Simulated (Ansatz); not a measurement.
Calculation for Na (diamond type): DFT, PBE, norm-conserving pseudopotentials, Ansatz's default files, scalar-relativistic (Ansatz 0.2.0). This run: the series' base cell.

The cell comes from a relaxation on PAW files under the same functional, begun from a prototype that needn't be the stable phase.

Command: `ansatz run input.yaml --threads 1 --pin off --max-ram 2048MiB --backend cpu --events-out ev --progress --plain --runs-dir out` It took 9.1 s on 1 thread of Arm Neoverse V1, with other jobs on the host, peak memory 0.46 GiB.

```yaml
crystal:
  lattice:
    - [0.0, 3.7830210393, 3.7830210393]
    - [3.7830210393, 0.0, 3.7830210393]
    - [3.7830210393, 3.7830210393, 0.0]
  atoms:
    - { symbol: Na, position: [-0.125, -0.125, -0.125] }
    - { symbol: Na, position: [0.125, 0.125, 0.125] }
kpoints:
  mp_grid: { grid: [9, 9, 9] }
scf:
  occupations: { method: fermi_dirac, width: 0.05 }
hamiltonian:
  xc: pbe
  pseudopotentials: { kind: nc }
output:
  forces: true
  stress: true
  eigenvalues: true
```

Output:

```
Engine: ansatz 0.2.0
Pseudopotentials: kind: nc
Pseudopotential: Na, nc, valence charge 9, recommended cutoff 1197.300995 eV (normal), Na.nc.azcp
Functional definition: PBE
  parameter kappa = 0.804
  parameter beta = 0.06672455060314922
  exchange = pbe_x(kappa = kappa, mu = beta*pi^2/3)
  correlation = pbe_c(beta = beta)
Crystal: 2 atoms, lattice volume = 108.280 Å³
Basis set: ecut = 1197.300995 eV, 10081 PW (Γ), exchange–correlation on 128×128×128 points (8 copies of the dense FFT grid, shifted against one another)
Bands: 13, of which v1, the nominal top of the filled ones, is band 9 counted from 1 (8 counted from 0)
Symmetry: 48 space group operations
Space group: Fd-3m (ITA 227), of the structure as read, at distance tolerance 4.8e-5 Å
k-points: 35 of 729
Non-local potential: Na, projectors of the file, l = 0: 2, l = 1: 2
Initial density: superposition of atomic densities (chi_scale 0.1, normalization cell)
Initial wavefunctions: pseudopotential atomic-orbital guess
Functional: x = pbe(κ = 0.804, μ = 0.2195149727645171), c = pbe(β = 0.06672455060314922)
SCF iter   1: F=—  HF=-2487.224525 eV  |F-HF|=—  |Δ(HF+E_count)|=         —  Δρ=2.83e-3  dr2=1.59e-2  ethr=3.10e-3  ⟨swp⟩=4.8  Hψ=2518  notcnv=0
preconditioner: auto → Kerker (q_TF=auto, 2.023 Å⁻¹)  [metal: Δε(μ)=0.082 eV  Ē_g=3.676 eV  σ=0.050 eV  W_gap=0.39  n_scr=14 (ndim 8)  ℏωp=5.0 eV  f_vac=0.014  D(μ)=0.93/eV (n_scr^D=0)]
SCF iter   2: F=—  HF=-2487.221581 eV  |F-HF|=—  |Δ(HF+E_count)|=   2.94e-3  Δρ=1.55e-3  dr2=7.70e-3  ethr=8.85e-5  ⟨swp⟩=1.5  Hψ=769  notcnv=0
SCF iter   3: F=—  HF=-2487.219275 eV  |F-HF|=—  |Δ(HF+E_count)|=   2.31e-3  Δρ=5.23e-4  dr2=9.06e-4  ethr=4.28e-5  ⟨swp⟩=2.9  Hψ=722  notcnv=0
SCF iter   4: F=—  HF=-2487.219024 eV  |F-HF|=—  |Δ(HF+E_count)|=   2.51e-4  Δρ=2.45e-4  dr2=7.01e-5  ethr=5.03e-6  ⟨swp⟩=1.9  Hψ=491  notcnv=0
SCF iter   5: F=—  HF=-2487.218440 eV  |F-HF|=—  |Δ(HF+E_count)|=   5.84e-4  Δρ=1.92e-4  dr2=1.03e-5  ethr=3.90e-7  ⟨swp⟩=2.9  Hψ=781  notcnv=0
SCF iter   6: F=—  HF=-2487.218439 eV  |F-HF|=—  |Δ(HF+E_count)|=   6.92e-7  Δρ=1.37e-5  dr2=2.20e-7  ethr=5.71e-8  ⟨swp⟩=2.0  Hψ=771  notcnv=0
SCF iter   7: F=-2487.218440 eV  HF=-2487.218440 eV  |F-HF|=2.47e-8  |Δ(HF+E_count)|=   4.37e-7  Δρ=2.44e-6  dr2=7.41e-9  ethr=5.56e-10  ⟨swp⟩=6.2  Hψ=1898  notcnv=0
SCF 1 converged in 7 iterations: F = -2487.218440 eV  dr2 = 7.41e-9
SCF converged after 7 iterations
Free energy (F): -2487.218440 eV
Harris-Foulkes:  -2487.218440 eV  (|F-HF|=2.47e-8)
Internal energy: -2487.210740 eV  (E = F + TS)
E sigma→0 (E₀):  -2487.214590 eV
Entropy (-TS):   -0.007700 eV (-3.850 meV/atom)
Fermi energy:    0.344456 eV
--- Per-component energies (eV) ---
  E_band       = -514.947875
  E_kinetic    = 1511.323209
  E_local      = -3342.505812  (includes V_loc(G=0)·N_el)
  E_nonlocal   = -705.841184
  E_hartree    = 1252.634529
  E_xc         = -372.399646
  E_vxc        = -483.192698  (∫ρ·V_xc dr)
  E_ewald      = -830.421835
  E_smearing   = -0.007700  (= −TS)
  E_closure    = -0.000000  (closes the sum)
  Σ components = -2487.218440   (vs F -2487.218440, Δ=0.00e0)
--- Forces (eV/Å), atoms counted from 1 ---
  atom   1  Na    -0.00000000     0.00000000    -0.00000000
  atom   2  Na    -0.00000000     0.00000000    -0.00000000
  max |Σ_I F_I| component: 1.39e-17 eV/Å
--- Stress (GPa, compression-positive) ---
        0.025711      -0.000000       0.000000
       -0.000000       0.025711       0.000000
       -0.000000       0.000000       0.025711
  P = ⅓ Tr σ = 0.0257 GPa (0.257 kbar)
--- Band table (eV; the first three rows and the last of 35) ---
  k-point 0: bands = ["-53.1526", "-53.1453", "-25.0939", "-25.0939", "-25.0939", "-25.0595", "-25.0595", "-25.0595", "-2.2248", "4.9274", "4.9274", "4.9274", "5.2502"]
  k-point 1: bands = ["-53.1525", "-53.1454", "-25.0944", "-25.0944", "-25.0938", "-25.0598", "-25.0591", "-25.0591", "-2.1265", "3.8121", "4.6204", "4.6204", "5.5515"]
  k-point 2: bands = ["-53.1520", "-53.1459", "-25.0955", "-25.0955", "-25.0934", "-25.0604", "-25.0581", "-25.0581", "-1.8333", "2.4906", "4.3469", "4.3469", "5.4307"]
  k-point 34: bands = ["-53.1494", "-53.1485", "-25.1014", "-25.1005", "-25.0801", "-25.0740", "-25.0533", "-25.0526", "0.2862", "1.0526", "1.3637", "1.7279", "5.6379"]
```

Next run (volume at 0.92 of the series' base cell), as changes to the input before:

```diff
   lattice:
-    - [0.0, 3.7830210393, 3.7830210393]
-    - [3.7830210393, 0.0, 3.7830210393]
-    - [3.7830210393, 3.7830210393, 0.0]
+    - [0.0, 3.6793239922, 3.6793239922]
+    - [3.6793239922, 0.0, 3.6793239922]
+    - [3.6793239922, 3.6793239922, 0.0]
   atoms:
```

Results part of the output:

```
SCF 1 converged in 7 iterations: F = -2487.209622 eV  dr2 = 6.20e-9
SCF converged after 7 iterations
Free energy (F): -2487.209622 eV
Harris-Foulkes:  -2487.209622 eV  (|F-HF|=1.90e-8)
Internal energy: -2487.201968 eV  (E = F + TS)
E sigma→0 (E₀):  -2487.205795 eV
Entropy (-TS):   -0.007653 eV (-3.827 meV/atom)
Fermi energy:    0.604448 eV
--- Per-component energies (eV) ---
  E_band       = -510.315862
  E_kinetic    = 1511.668857
  E_local      = -3300.504310  (includes V_loc(G=0)·N_el)
  E_nonlocal   = -705.853282
  E_hartree    = 1233.918175
  E_xc         = -372.605193
  E_vxc        = -483.462826  (∫ρ·V_xc dr)
  E_ewald      = -853.826214
  E_smearing   = -0.007653  (= −TS)
  E_closure    = -0.000000  (closes the sum)
  Σ components = -2487.209622   (vs F -2487.209622, Δ=0.00e0)
--- Forces (eV/Å), atoms counted from 1 ---
  atom   1  Na     0.00000000     0.00000000     0.00000000
  atom   2  Na    -0.00000000     0.00000000    -0.00000000
  max |Σ_I F_I| component: 9.25e-18 eV/Å
--- Stress (GPa, compression-positive) ---
        0.317874      -0.000000       0.000000
        0.000000       0.317874      -0.000000
        0.000000      -0.000000       0.317874
  P = ⅓ Tr σ = 0.3179 GPa (3.179 kbar)
--- Band table (eV; the first three rows and the last of 35) ---
  k-point 0: bands = ["-52.8899", "-52.8793", "-24.8362", "-24.8362", "-24.8362", "-24.7921", "-24.7921", "-24.7921", "-2.1114", "5.4480", "5.4480", "5.4480", "5.7465"]
  k-point 1: bands = ["-52.8896", "-52.8796", "-24.8368", "-24.8368", "-24.8360", "-24.7923", "-24.7915", "-24.7915", "-2.0070", "4.2576", "5.1120", "5.1120", "6.1041"]
  k-point 2: bands = ["-52.8890", "-52.8802", "-24.8382", "-24.8382", "-24.8357", "-24.7930", "-24.7901", "-24.7901", "-1.6951", "2.8640", "4.8273", "4.8273", "5.9978"]
  k-point 34: bands = ["-52.8853", "-52.8839", "-24.8461", "-24.8450", "-24.8185", "-24.8106", "-24.7837", "-24.7828", "0.5734", "1.4026", "1.6392", "2.0058", "6.1629"]
```

Next run (volume at 0.84 of the series' base cell), as changes to the input before:

```diff
   lattice:
-    - [0.0, 3.6793239922, 3.6793239922]
-    - [3.6793239922, 0.0, 3.6793239922]
-    - [3.6793239922, 3.6793239922, 0.0]
+    - [0.0, 3.5694271169, 3.5694271169]
+    - [3.5694271169, 0.0, 3.5694271169]
+    - [3.5694271169, 3.5694271169, 0.0]
   atoms:
```

Results part of the output:

```
SCF 1 converged in 7 iterations: F = -2487.181811 eV  dr2 = 4.86e-9
SCF converged after 7 iterations
Free energy (F): -2487.181811 eV
Harris-Foulkes:  -2487.181811 eV  (|F-HF|=1.32e-8)
Internal energy: -2487.174369 eV  (E = F + TS)
E sigma→0 (E₀):  -2487.178090 eV
Entropy (-TS):   -0.007442 eV (-3.721 meV/atom)
Fermi energy:    0.915740 eV
--- Per-component energies (eV) ---
  E_band       = -504.967634
  E_kinetic    = 1512.094096
  E_local      = -3253.459651  (includes V_loc(G=0)·N_el)
  E_nonlocal   = -705.877248
  E_hartree    = 1213.026646
  E_xc         = -372.844073
  E_vxc        = -483.777105  (∫ρ·V_xc dr)
  E_ewald      = -880.114139
  E_smearing   = -0.007442  (= −TS)
  E_closure    = 0.000000  (closes the sum)
  Σ components = -2487.181811   (vs F -2487.181811, Δ=0.00e0)
--- Forces (eV/Å), atoms counted from 1 ---
  atom   1  Na    -0.00000000     0.00000000    -0.00000000
  atom   2  Na     0.00000000     0.00000000    -0.00000000
  max |Σ_I F_I| component: 9.25e-18 eV/Å
--- Stress (GPa, compression-positive) ---
        0.736795       0.000000       0.000000
        0.000000       0.736795       0.000000
        0.000000      -0.000000       0.736795
  P = ⅓ Tr σ = 0.7368 GPa (7.368 kbar)
--- Band table (eV; the first three rows and the last of 35) ---
  k-point 0: bands = ["-52.5883", "-52.5730", "-24.5409", "-24.5409", "-24.5409", "-24.4835", "-24.4835", "-24.4835", "-1.9685", "6.0598", "6.0598", "6.0598", "6.3310"]
  k-point 1: bands = ["-52.5880", "-52.5733", "-24.5417", "-24.5417", "-24.5408", "-24.4838", "-24.4827", "-24.4827", "-1.8569", "4.7831", "5.6902", "5.6902", "6.7507"]
  k-point 2: bands = ["-52.5870", "-52.5743", "-24.5437", "-24.5437", "-24.5405", "-24.4847", "-24.4808", "-24.4808", "-1.5236", "3.3072", "5.3931", "5.3931", "6.6578"]
  k-point 34: bands = ["-52.5817", "-52.5796", "-24.5544", "-24.5529", "-24.5181", "-24.5077", "-24.4723", "-24.4710", "0.9139", "1.8185", "1.9754", "2.3408", "6.7843"]
```

Next run (volume at 0.76 of the series' base cell), as changes to the input before:

```diff
   lattice:
-    - [0.0, 3.5694271169, 3.5694271169]
-    - [3.5694271169, 0.0, 3.5694271169]
-    - [3.5694271169, 3.5694271169, 0.0]
+    - [0.0, 3.452311334, 3.452311334]
+    - [3.452311334, 0.0, 3.452311334]
+    - [3.452311334, 3.452311334, 0.0]
   atoms:
```

Command: `ansatz run input.yaml --threads 1 --pin off --max-ram 2048MiB --backend cpu --events-out ev --progress --plain --runs-dir out` It took 6.5 s on 1 thread of Arm Neoverse V1, with other jobs on the host, peak memory 0.41 GiB.

Results part of the output:

```
SCF 1 converged in 6 iterations: F = -2487.126490 eV  dr2 = 3.56e-8
SCF converged after 6 iterations
Free energy (F): -2487.126490 eV
Harris-Foulkes:  -2487.126490 eV  (|F-HF|=8.63e-8)
Internal energy: -2487.119597 eV  (E = F + TS)
E sigma→0 (E₀):  -2487.123044 eV
Entropy (-TS):   -0.006893 eV (-3.447 meV/atom)
Fermi energy:    1.296912 eV
--- Per-component energies (eV) ---
  E_band       = -498.696738
  E_kinetic    = 1512.628048
  E_local      = -3200.205475  (includes V_loc(G=0)·N_el)
  E_nonlocal   = -705.919479
  E_hartree    = 1189.474458
  E_xc         = -373.126126
  E_vxc        = -484.148664  (∫ρ·V_xc dr)
  E_ewald      = -909.971023
  E_smearing   = -0.006893  (= −TS)
  E_closure    = 0.000000  (closes the sum)
  Σ components = -2487.126490   (vs F -2487.126490, Δ=0.00e0)
--- Forces (eV/Å), atoms counted from 1 ---
  atom   1  Na    -0.00000000     0.00000000    -0.00000000
  atom   2  Na    -0.00000000     0.00000000     0.00000000
  max |Σ_I F_I| component: 2.08e-17 eV/Å
--- Stress (GPa, compression-positive) ---
        1.349641      -0.000000       0.000000
       -0.000000       1.349641       0.000000
        0.000000       0.000000       1.349641
  P = ⅓ Tr σ = 1.3496 GPa (13.496 kbar)
--- Band table (eV; the first three rows and the last of 35) ---
  k-point 0: bands = ["-52.2374", "-52.2143", "-24.1978", "-24.1978", "-24.1978", "-24.1219", "-24.1219", "-24.1219", "-1.7852", "6.7889", "6.7889", "6.7889", "7.0298"]
  k-point 1: bands = ["-52.2368", "-52.2148", "-24.1990", "-24.1990", "-24.1978", "-24.1223", "-24.1208", "-24.1208", "-1.6652", "5.4124", "6.3802", "6.3802", "7.5181"]
  k-point 2: bands = ["-52.2354", "-52.2163", "-24.2017", "-24.2017", "-24.1977", "-24.1232", "-24.1182", "-24.1182", "-1.3069", "3.8420", "6.0688", "6.0688", "7.4361"]
  k-point 34: bands = ["-52.2274", "-52.2243", "-24.2166", "-24.2144", "-24.1679", "-24.1540", "-24.1065", "-24.1048", "1.3227", "2.3168", "2.3940", "2.7553", "7.5312"]
```

Next run (volume at 0.45 of the series' base cell), as changes to the input before:

```diff
   lattice:
-    - [0.0, 3.452311334, 3.452311334]
-    - [3.452311334, 0.0, 3.452311334]
-    - [3.452311334, 3.452311334, 0.0]
+    - [0.0, 2.8989647054, 2.8989647054]
+    - [2.8989647054, 0.0, 2.8989647054]
+    - [2.8989647054, 2.8989647054, 0.0]
   atoms:
```

Results part of the output:

```
SCF 1 converged in 6 iterations: F = -2486.253956 eV  dr2 = 9.56e-8
SCF converged after 6 iterations
Free energy (F): -2486.253956 eV
Harris-Foulkes:  -2486.253956 eV  (|F-HF|=5.40e-8)
Internal energy: -2486.248919 eV  (E = F + TS)
E sigma→0 (E₀):  -2486.251437 eV
Entropy (-TS):   -0.005037 eV (-2.518 meV/atom)
Fermi energy:    4.117201 eV
--- Per-component energies (eV) ---
  E_band       = -457.497881
  E_kinetic    = 1517.117311
  E_local      = -2894.776285  (includes V_loc(G=0)·N_el)
  E_nonlocal   = -706.613189
  E_hartree    = 1056.716054
  E_xc         = -375.028952
  E_vxc        = -486.668262  (∫ρ·V_xc dr)
  E_ewald      = -1083.663857
  E_smearing   = -0.005037  (= −TS)
  E_closure    = -0.000000  (closes the sum)
  Σ components = -2486.253956   (vs F -2486.253956, Δ=0.00e0)
--- Forces (eV/Å), atoms counted from 1 ---
  atom   1  Na    -0.00000000     0.00000000    -0.00000000
  atom   2  Na     0.00000000     0.00000000     0.00000000
  max |Σ_I F_I| component: 6.94e-18 eV/Å
--- Stress (GPa, compression-positive) ---
        9.535015       0.000000      -0.000000
       -0.000000       9.535015       0.000000
       -0.000000      -0.000000       9.535015
  P = ⅓ Tr σ = 9.5350 GPa (95.350 kbar)
--- Band table (eV; the first three rows and the last of 35) ---
  k-point 0: bands = ["-50.0058", "-49.8512", "-22.0192", "-22.0192", "-22.0192", "-21.7377", "-21.7377", "-21.7377", "-0.2268", "11.7270", "11.7270", "11.7270", "11.8533"]
  k-point 1: bands = ["-50.0023", "-49.8547", "-22.0246", "-22.0246", "-22.0215", "-21.7382", "-21.7327", "-21.7327", "-0.0520", "9.7826", "11.0972", "11.0972", "12.6552"]
  k-point 2: bands = ["-49.9927", "-49.8643", "-22.0374", "-22.0374", "-22.0279", "-21.7390", "-21.7206", "-21.7206", "0.4671", "7.6463", "10.6728", "10.6728", "12.5547"]
  k-point 34: bands = ["-49.9386", "-49.9180", "-22.1089", "-22.0979", "-21.9138", "-21.8592", "-21.6680", "-21.6606", "4.1340", "5.4001", "5.7290", "6.3250", "12.7695"]
```

The norm-conserving files are those that the library serves for this functional.
